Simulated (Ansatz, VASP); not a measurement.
One calculation of Pb, two programs

```
CELL_PARAMETERS angstrom
3.68292 0.00000 0.00000
-1.84146 3.18950 0.00000
0.00000 0.00000 11.84379
ATOMIC_POSITIONS crystal
Pb 0.00000 0.00000 0.00000
Pb 0.00000 0.00000 0.50000
Pb 0.33333 0.66667 0.25000
Pb 0.66667 0.33333 0.75000
```

The cell was built by a generator and needn't be a form met in nature.

Alike in both runs: functional BLYP; k mesh 10 × 10 × 3; occupations fermi-dirac, width 0.1 eV; no spin polarisation.

Ansatz relaxed the structure, and its values are those at the end. VASP's run is a single point on that final structure, the one shown.

|  | VASP | Ansatz |
| --- | --- | --- |
| version | VASP 6.6.1 | Ansatz 0.2.0 |
| potentials or method | VASP PAW PBE potentials, release 64 (Pb_d) | plane waves (420 eV) with PAW, scalar-relativistic |
| plane-wave cutoff (eV) | 520 | 420 |
| valence electrons in the cell | 56 | 56 |

Ansatz gave:

```
pressure (GPa) : 0.0
```

What did VASP give for the same quantities?

Pressure (GPa): 0.1.

Caveats: the PAW data sets were made with another functional, which shifts forces and pressure a little (VASP). The runs have no spin-orbit coupling, so splittings on Pb are missing.
